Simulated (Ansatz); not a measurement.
A run of Ansatz 0.2.0:

Contents of input.yaml:

```yaml
crystal:
  lattice:
    - [2.6205428149, 0.0, 0.0]
    - [-1.3102714075, 2.2694566494, 0.0]
    - [0.0, 0.0, 2.46635439]
  atoms:
    - { symbol: Si, position: [0.0, 0.0, 0.0] }
hamiltonian:
  xc: pbe
  pseudopotentials: { kind: paw }
kpoints:
  mp_grid: { grid: [9, 9, 8] }
scf:
  occupations: { method: fermi_dirac, width: 0.05 }
output:
  forces: true
  stress: true
elastic:
  mode: clamped_ion
  stencil: two_point
```

Potentials or basis: Ansatz PAW.

Launch:

```console
$ ansatz run input.yaml --threads 2 --pin off --max-ram 5632MiB --backend cpu --events-out ev --progress --plain --runs-dir out
```

Hardware: 2 threads of Arm Neoverse V2, with other jobs on the host.

How long does it take, and how much memory?

Wall time 2.6 s on 2 threads of Arm Neoverse V2, on a shared host, peak memory 0.28 GiB. Counts: scf iterations 42, plane waves 279, k points 60, bands 6.
